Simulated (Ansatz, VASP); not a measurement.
# CsI in VASP and in Ansatz

```xyz
2
Lattice="4.5667 0.0000 0.0000 0.0000 4.5667 0.0000 0.0000 0.0000 4.5667" Properties=species:S:1:pos:R:3 pbc="T T T"
Cs    0.0000    0.0000    0.0000
I     2.2833    2.2833    2.2833
```

Alike in both runs: task relaxation of cell and atoms; functional PBE; k mesh 6 × 6 × 6; occupations gaussian, width 0.02 eV; no spin polarisation.

```csv
,VASP,Ansatz
version,VASP 6.6.1,Ansatz 0.2.0
potentials or method,"VASP PAW PBE potentials, release 64 (Cs_sv, I)","scalar-relativistic, plane waves, PAW"
plane-wave cutoff (eV),600,420
valence electrons in the cell,16,26
```

VASP gave:

```
gap on the k mesh at the Fermi level, each at its own relaxed structure (eV) : 3.67
relaxed volume (Å³/atom)                                                     : 50.87
relaxed cell length with the largest relative difference (Å)                 : 4.668
energy change over the relaxation (meV/atom)                                 : -8
```

Question: Which values does Ansatz return?

Answer: gap on the k mesh at the Fermi level, each at its own relaxed structure (eV): 3.69; relaxed volume (Å³/atom): 50.79; relaxed cell length with the largest relative difference (Å): 4.666; energy change over the relaxation (meV/atom): -7.

The two sets of potentials don't hold the same shells in valence.

Caveats: spin-orbit coupling is left out, which moves the levels of the heavy elements. Zero-point motion and thermal expansion aren't in these numbers. PBE usually gives volumes a little too large and moduli too small.
